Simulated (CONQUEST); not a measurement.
# Sn under changes of volume

One of the cells (27.650 Å³/atom); the others are scaled copies at fixed shape and fractional positions:

```
Sn
1.0
     3.19860    0.00000    0.00000
     0.00000    5.88028    0.00000
     0.00000    0.00000    5.88028
Sn
4
Direct
  0.00000 0.00000 0.00000
  0.50000 0.50000 0.50000
  0.25000 0.00000 0.50000
  0.75000 0.50000 0.00000
```

```yaml
Program: CONQUEST 1.3
Functional: PBEsol
Potentials_or_basis: PseudoDojo NC PBEsol, DZP, grid of 32 × 60 × 60 points
k_mesh: 8 × 5 × 5
Occupations: fermi-dirac, width 0.05 eV
Spin: no spin polarisation
```

```tsv
volume (Å³/atom)	energy over the lowest point (meV/atom)	pressure (GPa)
25.991	9.61	2.8
26.544	2.49	1.3
27.097	0.00	-0.1
27.650	1.67	-1.0
28.203	6.81	-2.0
28.756	15.42	-2.9
29.309	?	?
```

Problem. What does the run at 29.309 Å³/atom give?

Solution. Energy over the lowest point 26.81 meV/atom; pressure -3.6 GPa.

Worked out: A Birch-Murnaghan fit of order 3 (a polynomial in V^(-2/3)) to the other rows has its minimum at 27.15 Å³/atom with B0 = V·E''(V) = 58 GPa and B' = 4.6 at fixed shape and positions, which overstates the stiffness. It gives 26.86 meV/atom at 29.309 Å³/atom, against the run's 26.81, and -dE/dV = -3.7 GPa, against -3.6.

Energies are extrapolated to zero smearing.

Caveats: the basis of atomic orbitals isn't converged, which shifts pressures, moduli and gaps.
